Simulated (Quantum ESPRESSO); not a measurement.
**Ti under changes of volume**

One of the cells (17.676 Å³/atom); the others are scaled copies at fixed shape and fractional positions:

```
Ti
1.0
    -1.64100    1.64100    1.64100
     1.64100   -1.64100    1.64100
     1.64100    1.64100   -1.64100
Ti
1
Direct
  0.00000 0.00000 0.00000
```

This isn't the form of Ti at room conditions, which is hcp.

| Property | Result |
| --- | --- |
| Program | Quantum ESPRESSO 7.5 |
| Functional | r2SCAN |
| Potentials or basis | SG15 PBE 1.2 |
| Cutoff | 952 eV |
| Density cutoff | 3810 eV |
| k mesh | 8 × 8 × 8 |
| Occupations | fermi-dirac, width 0.05 eV |
| Spin | no spin polarisation |

| volume (Å³/atom) | energy over the lowest point (meV/atom) | pressure (GPa) |
| --- | --- | --- |
| 16.616 | 6.09 | 4.1 |
| 16.969 | 0.44 | 1.5 |
| 17.323 | 0.00 | -0.7 |
| 17.676 | 4.30 | -2.8 |
| 18.030 | ? | ? |
| 18.383 | 25.77 | -6.6 |
| 18.737 | 42.35 | -8.2 |

Problem. What does the run at 18.030 Å³/atom give?

Solution. Energy over the lowest point 12.99 meV/atom; pressure -4.8 GPa.

Worked out: A Birch-Murnaghan fit of order 3 (a polynomial in V^(-2/3)) to the other rows has its minimum at 17.18 Å³/atom with B0 = V·E''(V) = 109 GPa and B' = 2.9. It gives 13.02 meV/atom at 18.030 Å³/atom, against the run's 12.99, and -dE/dV = -4.9 GPa, against -4.8.

Energies are extrapolated to zero smearing.

Caveats: the potentials were made for another functional, which shifts forces and pressure.
